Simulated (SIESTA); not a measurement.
InAs:

```
CELL_PARAMETERS angstrom
0.00000 3.01800 3.01800
3.01800 0.00000 3.01800
3.01800 3.01800 0.00000
ATOMIC_POSITIONS crystal
In 0.00000 0.00000 0.00000
As 0.75000 0.75000 0.75000
```

Base run:

```yaml
Program: SIESTA 5.4.2
Functional: PBE
Potentials_or_basis: PseudoDojo 0.4 standard (PBE files)
Basis: TZP (energy shift 0.003 Ry; two zetas on semicore shells)
Grid_cutoff: 500 Ry
Energy_shift: 0.003 Ry
k_mesh: 8 × 8 × 8
Occupations: fermi-dirac, width 0.05 eV
Spin: no spin polarisation
```

Its results: band gap on the k mesh none (metal or under the smearing width); pressure 4.6 GPa.

Question: The run is repeated on the same cell with these changes: functional from PBE to BLYP; basis from TZP (energy shift 0.003 Ry; two zetas on semicore shells) to DZP (energy shift 0.003 Ry; two zetas on semicore shells). What comes out?

Answer: Band gap on the k mesh none (metal or under the smearing width); pressure 7.3 GPa.

Several settings changed at once, so the effect can't be laid on one alone.

Caveats: spin-orbit coupling is left out, which moves the levels of the heavy elements; the basis of atomic orbitals isn't converged, which shifts pressures, moduli and gaps; the potentials were made for another functional, which shifts forces and pressure (some runs).
